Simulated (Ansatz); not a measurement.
**MgO at 2 GPa: from Born charge to LO–TO splitting and polaron coupling**

The calculation used Ansatz 0.2.0, DFT PBE, scalar-relativistic, plane waves, PAW. Settings: 420 eV plane-wave cutoff, Γ-centred 10×10×10 mesh, fixed occupations. No spin polarisation. Phonons by linear response, acoustic sum rule imposed.

The cell, relaxed at 2 GPa:
```yaml
crystal:
  lattice:
    - [0.00000, 2.11766, 2.11766]
    - [2.11766, 0.00000, 2.11766]
    - [2.11766, 2.11766, 0.00000]
  atoms:
    - { symbol: Mg, position: [0.00000, 0.00000, 0.00000] }
    - { symbol: O, position: [0.50000, 0.50000, 0.50000] }
```

Linear response gives ν_TO = 376.8 cm⁻¹, Born charges ±1.993 e (positive on Mg) and ε∞ = 3.224. The primitive cell holds 18.993 Å³, and the masses are 24.305 and 15.999 amu.

Question: Find ν_LO and the static dielectric constant.

Answer: The long-wave field adds a restoring force: ω_LO² − ω_TO² = Z*²e²/(ε_vac ε∞ μV). In these units ν_LO² − ν_TO² = 4.92064×10⁷ Z*²/(μ V ε∞) cm⁻², with μ = m₁m₂/(m₁ + m₂) = 9.648 amu: 330750 cm⁻². So ν_LO = √(376.8² + 330750) = 687.6 cm⁻¹, and the run gives 687.6. Lyddane–Sachs–Teller then gives ε0 = ε∞ (ν_LO/ν_TO)² = 10.73, against 10.73 in the run (it forms both from the same three quantities, so the match checks the arithmetic only). Between ν_TO and ν_LO the dielectric function is negative and an undamped crystal reflects fully: a reststrahlen band from 14.5 to 26.5 μm.

Question: What do the Clausius–Mossotti polarisability and the Szigeti charge come to?

Answer: With the Lorentz local field, α = (3V/4π)(ε∞ − 1)/(ε∞ + 2) = 1.93 Å³ for the pair, and e_S = 3Z*/(ε∞ + 2) = 1.14 e. The Born charge includes the electrons' response to the dipole's own local field, and e_S takes that enhancement out. The Lorentz field assumes point-like polarisable ions, a fair picture at this small ε∞.

Question: How strongly does a slow electron couple to the LO mode?

Answer: For one isotropic parabolic band, Fröhlich's constant is α_F = (1/ε∞ − 1/ε0) √(m* Ry/ħω_LO), with Ry = 13.606 eV, ħω_LO = 85.2 meV and m* in free-electron masses: α_F = 0.2170 × 12.63 × √m* = 2.74 √m*. The band mass isn't part of this run; for m* = 0.1, 0.3 and 1 it gives 0.87, 1.50, 2.74. In weak coupling the polaron lies α_F ħω_LO below the band edge (128 meV at m* = 0.3) with a mass m*(1 + α_F/6); past α_F of about 5 or 6 that expansion fails. A semilocal functional's ε∞ tends to be too large, which taken alone lowers α_F.

Cost: 1 run of about 0.21 core-minutes, on Arm Neoverse V1 (shared hosts).

The Born charge of 1.993 e lies almost at the formal ionic value, as expected for closed-shell Mg²⁺ and O²⁻ with little dynamical charge transfer along the bond. The wide LO–TO splitting therefore needs no anomalous charge: a nearly full ionic charge acts in a small cell with a light reduced mass, and the tightly bound oxygen 2p electrons screen the field only weakly. The lattice supplies most of the static dielectric constant. The Szigeti charge of 1.14 e reflects short-range deformation of the overlapping ions as they move, and is no measure of static ionicity.

The TO mode is softer and ε0 larger than is well established for MgO, although pressure should shift both the other way; PBE's overexpanded lattice is the likely cause. That softness by itself raises α_F. For the light, s-like conduction band the coupling is probably intermediate, favouring a large polaron, but the estimate doesn't carry over to holes in the degenerate oxygen 2p bands, where self-trapping is a separate question.
